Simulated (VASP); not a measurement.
A run of VASP 6.6.1 is set up as follows.

File INCAR:

```
SYSTEM = Zn
PREC = Accurate ; ENCUT = 520
EDIFF = 1E-7 ; ISMEAR = 0
SIGMA = 0.15 ; LREAL = .False.
LASPH = .True. ; NELM = 100
ALGO = Fast ; ISIF = 2
LWAVE = .False. ; LCHARG = .True.
GGA = PE ; LELF = .True.
LVHAR = .True. ; NBANDS = 12
```

The input KPOINTS:

```
regular mesh
0
Gamma
  22 22 22
  0 0 0
```

Contents of POSCAR:

```
Zn
1.0
    0.0000000000      2.2054975174      1.5592867448
    2.2054975174      0.0000000000      1.5592867448
    2.2054975174      2.2054975174      0.0000000000
Zn
1
Direct
    0.0000000000      0.0000000000      0.0000000000
```

Potentials or basis: VASP PAW PBE potentials, release 64 (Zn).

Command:

```bash
$ cat potpaw_PBE.64/Zn/POTCAR > POTCAR
$ mpirun -np 1 vasp_std > vasp.out
```

**Question.** What does it give for the pressure?

**Answer.** 1.4 GPa.

**Question.** What does it give for the band gap on the k mesh?

**Answer.** None (metal or under the smearing width).
